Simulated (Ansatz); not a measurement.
Crystal: ZrS2.

```
Zr S
1.0
     3.69138    0.00000    0.00000
    -1.84569    3.19683    0.00000
     0.00000    0.00000    6.04108
Zr S
1 2
Cartesian
  0.0000 0.0000 0.0000
  0.0000 2.1312 1.4372
  1.8457 1.0656 4.6038
```

The cell is a database's computed one.

Program: Ansatz 0.2.0. Alike in all runs: task projected density of states; potentials or basis Ansatz PAW; no spin polarisation; cell as given; k mesh 5 × 5 × 3; cutoff (eV) 420; smearing fermi-dirac 0.05 eV.

Problem. Order these runs on this cell by their pressure, lowest first.
A. level BLYP
B. level PBE
C. level RPBE

Solution. B (0.6 GPa), C (2.7 GPa), A (4.3 GPa).

Caveats: odd divisions of the mesh miss points on the zone boundary, where band edges often lie, so the gap on the mesh can be too wide; this functional lacks dispersion, which binds the layers, so the pressure and a relaxed spacing across them are unreliable; the density of states is complete only up to the lowest level of the last band computed; the PAW data sets come from PBE, with cores solved anew for the run's functional, which leaves a small shift of forces and pressure (some runs).
